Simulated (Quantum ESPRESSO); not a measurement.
BN: phonon spectrum and thermodynamics under several settings

```
N B
1.0
     2.55394    0.00000    0.00000
    -1.27697    2.21178    0.00000
     0.00000    0.00000    4.22685
N B
2 2
Direct
  0.33333 0.66667 0.12528
  0.66667 0.33333 0.62528
  0.33333 0.66667 0.49972
  0.66667 0.33333 0.99972
```

Measurements of this composition are mostly on another form, of space group No. 194.

All runs used Quantum ESPRESSO 7.5; k mesh 6 × 6 × 2, shifted; relaxed cell; no spin polarisation; cutoff 612 eV; occupations smeared at first, fixed for the response; q mesh 2 × 2 × 2.

| level | potentials | volume (Å³/atom) | pressure (GPa) | highest frequency (cm⁻¹) | zero-point energy (meV/atom) | entropy at room temperature (k_B/atom) |
| --- | --- | --- | --- | --- | --- | --- |
| LDA | GBRV 1.5 LDA | 5.77 | 0.1 | 1292 | 159.8 | 0.40 |
| PBE | GBRV 1.5 PBE | 5.97 | 0.0 | 1259 | 155.0 | 0.42 |
| PBEsol | GBRV 1.5 PBEsol | ? | 0.0 | ? | ? | ? |

Q: What stands in the row left open?

A: Volume 5.88 Å³/atom; highest frequency 1274 cm⁻¹; zero-point energy 157.1 meV/atom; entropy at room temperature 0.42 k_B/atom.

Caveats: all runs use coarse meshes.

For the row left open. Caveat: the k mesh is coarse (spacing up to 0.74 Å⁻¹), so the values aren't converged.
